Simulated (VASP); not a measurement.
Wanted: the native input for a VASP 6.6.1 run.

| Property | Result |
| --- | --- |
| Task | single point |
| Functional | BLYP |
| Potentials or basis | VASP PAW PBE potentials, release 64 (Mo_sv, Si) |
| Cutoff | 520 eV |
| k mesh | 12 × 12 × 12 |
| Occupations | gaussian, width 0.02 eV |
| Spin | collinear spin, zero start |
| Starting moments | [0.0, 0.0, 0.0] μB |
| Dipole correction | no |
| Further INCAR settings | ALGO = Normal; EDIFF = 1e-07; NBANDS = 22 |

The structure of Si2Mo lies in POSCAR:

```
Si2Mo
1.0
   -1.7235477520      1.7235477520      4.2340027746
    1.7235477520     -1.7235477520      4.2340027746
    1.7235477520      1.7235477520     -4.2340027746
Mo Si
1 2
Direct
    0.0000000000      0.0000000000      0.0000000000
    0.6670000000      0.6670000000      0.0000000000
    0.3330000000      0.3330000000      0.0000000000
```

The cell isn't the ideal one: volume scaled by 1.25.

One way to write it, as run:

INCAR

```
PREC     = Accurate       # precision mode
ENCUT    = 520            # plane-wave cutoff, eV
EDIFF    = 1E-7           # SCF threshold, eV
ISMEAR   = 0              # smearing method
SIGMA    = 0.02           # smearing width, eV
LREAL    = False          # projectors in reciprocal space
LASPH    = True           # aspherical terms in the spheres
NELM     = 150            # most SCF steps
ALGO     = Normal         # electronic algorithm
ISIF     = 2              # what is computed and relaxed
LWAVE    = False          # write WAVECAR
LCHARG   = False          # write CHGCAR
ISPIN    = 2              # spin polarisation
MAGMOM   = 0 0 0          # initial moments
LORBIT   = 11             # projections on sites
LMAXMIX  = 4              # l up to which the mixer works
GGA      = B5             # functional
ALDAX    = 1.0          
AGGAX    = 1.0          
AGGAC    = 1.0          
ALDAC    = 0.0          
NBANDS   = 22             # bands
```

KPOINTS

```
regular mesh
0
Gamma
  12 12 12
```

Potentials or basis: VASP PAW PBE potentials, release 64 (Mo_sv, Si).

Command:

```sh
$ cat potpaw_PBE.64/Mo_sv/POTCAR potpaw_PBE.64/Si/POTCAR > POTCAR
$ mpirun -np 1 vasp_std > vasp.out
```

It gave:

The pressure is -19.0 GPa. The largest force is 0.595 eV/Å and the band gap on the k mesh is none (metal or under the smearing width). The net moment is 0.00 μB per cell and the valence electrons inside the program's atomic spheres are Mo 12.27; Si 1.54.

Caveat: so large a pressure means that the cell lies far from this level's equilibrium, or that cutoff or potentials fall short; the potentials were made for another functional, which shifts forces and pressure.

Wall time 5.1 min on 1 thread of AMD EPYC 9R45 (Zen 5), on a shared host, peak memory 0.4 GiB.
